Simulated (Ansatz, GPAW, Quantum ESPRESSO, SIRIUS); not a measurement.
## Ta: bulk modulus by level of theory

Symmetry: Fm-3m, No. 225, cubic system. Conventional cell: a = 4.220 Å, b = 4.220 Å, c = 4.220 Å, α = 90.00°, β = 90.00°, γ = 90.00°. Ta (site symmetry m-3m) is surrounded by 12 Ta at 2.98 Å.

This isn't the form of Ta at room conditions, which is bcc.

| rung | level | program and potentials | cutoff (eV) | k mesh | smearing | core time | chip | bulk modulus (GPa) | notes |
| --- | --- | --- | --- | --- | --- | --- | --- | --- | --- |
| GGA | PBEsol | Ansatz, Ansatz PAW | 420 | 11 × 11 × 11 | fermi-dirac 0.05 | 5.8 s | AMD EPYC 7B13 Zen 3 | 199.1 | potentials made for PBE, which Ansatz adapts in part |
| meta-GGA | r2SCAN | Ansatz, Ansatz PAW | 500 | 11 × 11 × 11 | fermi-dirac 0.05 | 16 s | Arm Neoverse V1 | 200.1 | potentials made for PBE, which Ansatz adapts in part |
| LDA | LDA | GPAW, the program's PAW data sets (release 1.2.1) made for this functional | 600 | 11 × 11 × 11 | fermi-dirac 0.05 | 63 s | Arm Neoverse V2 | 205.6 | - |
| LDA | LDA | Quantum ESPRESSO, GBRV 1.5 LDA | 762 | 11 × 11 × 11 | fermi-dirac 0.05 | 90 s | Arm Neoverse V2 | 207.1 | - |
| GGA | PBEsol | SIRIUS, PseudoDojo 0.4.1 PBEsol standard (scalar relativistic) | 807 | 11 × 11 × 11 | fermi-dirac 0.05 | 93 s | Arm Neoverse V2 | 198.2 | - |

Times are single runs on shared hosts and different chips, so they are rough; meshes, cutoffs and the tasks' sizes weigh on the time. Task: equation of state. All rows: no spin polarisation. Smearing widths are in eV. For a metal such meshes aren't converged. Meshes are those of the run's cell of 1 atom unless a note names another. Runs on faulty files, with rough fits or with known faults for this quantity aren't shown. PBE isn't shown for this crystal. No row holds spin-orbit coupling.

By rung: LDA 205.6 to 207.1; GGA 198.2 to 199.1; meta-GGA 200.1 (GPa).
